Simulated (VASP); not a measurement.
## CdSe: relaxation of cell and atoms with PBEsol

CdSe:

```
CELL_PARAMETERS angstrom
0.00000 3.07027 3.07027
3.07027 0.00000 3.07027
3.07027 3.07027 0.00000
ATOMIC_POSITIONS crystal
Cd 0.00000 0.00000 0.00000
Se 0.75000 0.75000 0.75000
```

Measurements of this composition are mostly on another form, of space group No. 186.

```yaml
Program: VASP 6.6.1
Task: relaxation of cell and atoms
Functional: PBEsol
Potentials_or_basis: VASP PAW PBE potentials, release 64 (Cd, Se)
Cutoff: 600 eV
k_mesh: 8 × 8 × 8
Occupations: gaussian, width 0.03 eV
Spin: no spin polarisation
Further_INCAR_settings: ALGO = Normal; EDIFF = 1e-06; IBRION = 2; EDIFFG = -0.01; NSW = 90; ISIF = 3
```

| Item | Value |
| --- | --- |
| Relaxed volume | 28.27 Å³/atom |
| Relaxed cell | a = 4.308 Å, b = 4.308 Å, c = 4.308 Å, α = 60.00°, β = 60.00°, γ = 60.00° |
| Space group after relaxing (to 0.05 Å) | F-43m (No. 216) |
| Energy gained by relaxing | 2.5 meV/atom |
| Ionic steps | 3 |
| Pressure after relaxing | 0.0 GPa |
| Band gap on the k mesh | 0.47 eV, direct |

Step by step:
| step | energy change (eV) | largest force (eV/Å) | pressure (GPa) | volume (Å³) |
| --- | --- | --- | --- | --- |
| 1 | 0.0000 | 0.0000 | -1.15 | 57.88 |
| 2 | -0.0045 | 0.0000 | 0.33 | 56.16 |
| 3 | -0.0049 | 0.0000 | 0.02 | 56.53 |

Final structure:
```xyz
2
Lattice="0.0000 3.0462 3.0462 3.0462 0.0000 3.0462 3.0462 3.0462 0.0000" Properties=species:S:1:pos:R:3 pbc="T T T"
Cd    0.0000    0.0000    0.0000
Se    4.5693    4.5693    4.5693
```

Levels at points of the mesh, in eV from the valence-band top:
```
           k point  band 7  band 8  band 9  band 10  band 11  band 12
(0.00, 0.00, 0.00)    0.00    0.00    0.00     0.47     5.85     5.85
(0.50, 0.00, 0.00)   -4.42   -0.75   -0.75     2.28     6.36     6.36
(0.50, 0.50, 0.00)   -4.11   -1.86   -1.86     3.01     3.67     8.96
```

Wall time 48 s on 4 MPI ranks on Intel(R) Xeon(R) Platinum 8259CL CPU @ 2.50GHz (Skylake/Cascade Lake), with other jobs on the host, peak memory 0.23 GiB a rank.

Caveat: the PAW data sets were made with another functional, which shifts forces and pressure a little.
